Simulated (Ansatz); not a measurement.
# PbSe, space group P1: a projected density of states

Program: the Python package of Ansatz (0.2.0).

The cells in order, each with its output:

In [1]:
```python
from dataclasses import dataclass
import warnings

import ansatz as az
import numpy as np
```

In [2]:
```python
@dataclass
class Settings:
    xc: str = "pbesol"
    smearing: str = "methfessel_paxton"
    mesh: tuple[int, ...] = (6, 6, 2)
    extra_bands: int = 14
```

In [3]:
```python
cfg = Settings()
```

In [4]:
```python
structure = (
    az.Lattice.of((4.41489, 0.0, 0.0), (-0.01031, 4.41488, 0.0), (-2.20229, -2.20744, 12.0008))
    .atom("Pb", (0.80019, 0.81455, 0.61762))
    .atom("Pb", (0.1927, 0.19316, 0.38156))
    .atom("Se", (0.30011, 0.31573, 0.62204))
    .atom("Se", (0.67685, 0.71267, 0.37681))
)
```

In [5]:
```python
structure.resolved().tree()["lattice"]
```
Out [5]:
```text
((4.41489, 0.0, 0.0), (-0.01031, 4.41488, 0.0), (-2.20229, -2.20744, 12.0008))
```

In [6]:
```python
setup = (
    structure.calculation()
    .functional(cfg.xc)
    .occupations(cfg.smearing)
    .kpoints(*cfg.mesh)
    .scf(extra_bands=cfg.extra_bands)
    .density_of_states(projected=True, energy_step=0.1)
)
with warnings.catch_warnings(record=True) as caught:
    warnings.simplefilter("always")
    outcome = setup.run(threads=1, pin="off")
print("warnings raised:", sorted(w.category.__name__ for w in caught) or "none")
rep = outcome.report
```
```text
warnings raised: ['DeckWarning']
```

In [7]:
```python
outcome.unlabelled_reasons
```
Out [7]:
```text
['no_forces']
```

In [8]:
```python
rep["free_energy_ev"]
```
Out [8]:
```text
-34359.885823483586
```

In [9]:
```python
rep["kweights"]
```
Out [9]:
```text
[0.013888888888888888, 0.013888888888888888, 0.027777777777777776, 0.027777777777777776,
 0.027777777777777776, 0.027777777777777776, 0.013888888888888888, 0.013888888888888888,
 0.027777777777777776, 0.027777777777777776, 0.027777777777777776, 0.027777777777777776,
 0.027777777777777776, 0.027777777777777776, 0.027777777777777776, 0.027777777777777776,
 0.027777777777777776, 0.027777777777777776, 0.027777777777777776, 0.027777777777777776,
 0.027777777777777776, 0.027777777777777776, 0.027777777777777776, 0.027777777777777776,
 0.027777777777777776, 0.027777777777777776, 0.027777777777777776, 0.027777777777777776,
 0.027777777777777776, 0.027777777777777776, 0.027777777777777776, 0.027777777777777776,
 0.013888888888888888, 0.013888888888888888, 0.027777777777777776, 0.027777777777777776,
 0.027777777777777776, 0.027777777777777776, 0.013888888888888888, 0.013888888888888888]
```

In [10]:
```python
dos = outcome.density_of_states()
energy = np.asarray(dos.energies_ev) - dos.fermi_ev
curves = {}
for site in outcome.projected_density_of_states().sites:
    for shell in site.shells:
        weight = sum(np.sum(curve.g_bin_mean_per_ev, axis=0) for curve in shell.curves)
        name = f"{site.species} {shell.label}"
        curves[name] = curves.get(name, 0) + weight
```

In [11]:
```python
step = energy[1] - energy[0]
windows = [(-6, -3), (-3, 0), (0, 4)]
print("states by shell in windows of E - E_F (eV):", windows)
for name, g in curves.items():
    print(f"{name:8s}", " ".join(f"{step * g[(energy >= a) & (energy < b)].sum():8.3f}" for a, b in windows))
filled = (energy < 0) & (energy > -6)
for name, g in curves.items():
    if g[filled].sum() * step > 0.5:
        print(f"centre of {name}: {np.average(energy[filled], weights=g[filled]):.2f} eV")
```
```text
states by shell in windows of E - E_F (eV): [(-6, -3), (-3, 0), (0, 4)]
Pb 6S       0.059    0.462    0.098
Pb 6P       0.967    1.762    7.099
Pb 5D       0.005    0.023    0.005
Se 4S       0.015    0.072    0.293
Se 4P       1.609    6.918    1.942
Se 3D       0.000    0.000    0.000
centre of Pb 6S: -1.75 eV
centre of Pb 6P: -2.67 eV
centre of Se 4P: -2.23 eV
```

Caveats:
- Total energies depend on the potentials; only differences at equal settings carry meaning. A total without «per atom» is that of the whole cell that was run.
- Spin-orbit coupling, left out here, can change this gap by several tenths of an eV, and inverted bands can meet off the mesh.
- The cell holds layers, chains or clusters in vacuum, no bulk phase.
- In a crystal with a gap the Fermi level's place inside it depends on smearing and mesh.
- Points of the mesh across the vacuum add cost only.
- The crystal has a gap of about 1.51 eV on the mesh; bins of finite width blur the band edges.
- Spin-orbit coupling, which matters for elements this heavy, is left out.
- This cell is a computed structure, which may not be the phase found in nature.
- Curves are summed over the cell's atoms. Only shells that the potentials hold have channels, so projections don't add up to the total, least of all where a shell is missing (p of most metals); heights and places of peaks move with the mesh.
- The computed bands are complete only to about 8.0 eV above the Fermi level; beyond that the density of states is undercounted.
- A band centre counts only the states inside the window taken.
- Finished in 44 s on 1 thread of Arm Neoverse V1, with other jobs on the host, peak memory 0.63 GiB.
